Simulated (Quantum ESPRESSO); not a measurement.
The system is MgS (Niningerite).

```
S Mg
1.0
     0.00000    2.60165    2.60165
     2.60165    0.00000    2.60165
     2.60165    2.60165    0.00000
S Mg
1 1
Direct
  0.50000 0.50000 0.50000
  0.00000 0.00000 0.00000
```

| Item | Value |
| --- | --- |
| Program | Quantum ESPRESSO 7.5 |
| Task | phonons |
| Functional | PBE |
| Potentials or basis | SSSP 1.3 efficiency PBE |
| Cutoff | 748 eV |
| Density cutoff | 5987 eV |
| k mesh | 4 × 4 × 4, shifted |
| Occupations | fermi-dirac, width 0.05 eV |
| Spin | no spin polarisation |
| Mixing beta | 0.5 |
| Most SCF iterations | 120 |
| SCF threshold | 4e-10 Ry |

The first run showed a gap, so the response started from a second, tighter run with fixed occupations.

How polar is the lattice: what are the Born charges, the two dielectric constants and the LO-TO splitting?

Born charges ±2.32 e; dielectric constants 5.38 (electrons alone) and 15.46 (static); transverse and longitudinal modes at 232 and 393 cm⁻¹.
